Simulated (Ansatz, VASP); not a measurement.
**One calculation of ZrC, two programs**

The input INCAR:

```
ALGO     = Normal         # electronic algorithm
EDIFF    = 1E-7           # SCF threshold, eV
ENCUT    = 520            # plane-wave cutoff, eV
GGA      = CA             # functional
ISIF     = 2              # what is computed and relaxed
ISMEAR   = -1             # smearing method
LASPH    = T              # aspherical terms in the spheres
LCHARG   = F              # write CHGCAR
LREAL    = F              # projectors in reciprocal space
LWAVE    = F              # write WAVECAR
NBANDS   = 15             # bands
NELM     = 80             # most SCF steps
PREC     = Accurate       # precision mode
SIGMA    = 0.05           # smearing width, eV
```

File KPOINTS:

```
k-points
0
Gamma
  15 15 15
```

File POSCAR:

```
ZrC
1.0
    0.0000000000      2.3502100000      2.3502100000
    2.3502100000      0.0000000000      2.3502100000
    2.3502100000      2.3502100000      0.0000000000
Zr C
1 1
Direct
    0.5000000000      0.5000000000      0.5000000000
    0.0000000000      0.0000000000      0.0000000000
```

Input for Ansatz:

```yaml
crystal:
  lattice:
    - [0.0, 2.35021, 2.35021]
    - [2.35021, 0.0, 2.35021]
    - [2.35021, 2.35021, 0.0]
  atoms:
    - { symbol: Zr, position: [0.5, 0.5, 0.5] }
    - { symbol: C, position: [0.0, 0.0, 0.0] }
kpoints:
  mp_grid: { grid: [15, 15, 15] }
  band_path:
    path:
      - [0.0, 0.0, 0.0]
      - [0.5, 0.0, 0.5]
      - [0.625, 0.25, 0.625]
      - [0.375, 0.375, 0.75]
      - [0.0, 0.0, 0.0]
      - [0.5, 0.5, 0.5]
      - [0.5, 0.25, 0.75]
      - [0.5, 0.0, 0.5]
    npoints: 5
scf:
  occupations: { method: fermi_dirac, width: 0.05 }
hamiltonian:
  xc: lda
  pseudopotentials: { kind: all_electron, lapw: { basis_error: 0.00025 } }
output:
  forces: true
  stress: true
  eigenvalues: true
```

Alike in both runs: task single point; functional LDA; k mesh 15 × 15 × 15; occupations fermi-dirac, width 0.05 eV; no spin polarisation.

|  | VASP | Ansatz |
| --- | --- | --- |
| version | VASP 6.6.1 | Ansatz 0.2.0 |
| potentials or method | VASP PAW LDA potentials, release 64 (Zr_sv, C) | all-electron LAPW, scalar-relativistic |
| plane-wave cutoff (eV) | 520 | see its input |

Ansatz gave:

* pressure (GPa): -8.6

**Question.** Which values does VASP return?

**Answer.** Pressure (GPa): -8.1.

Ansatz ran all-electron here, so the differences hold the error of VASP's frozen core and of both bases.
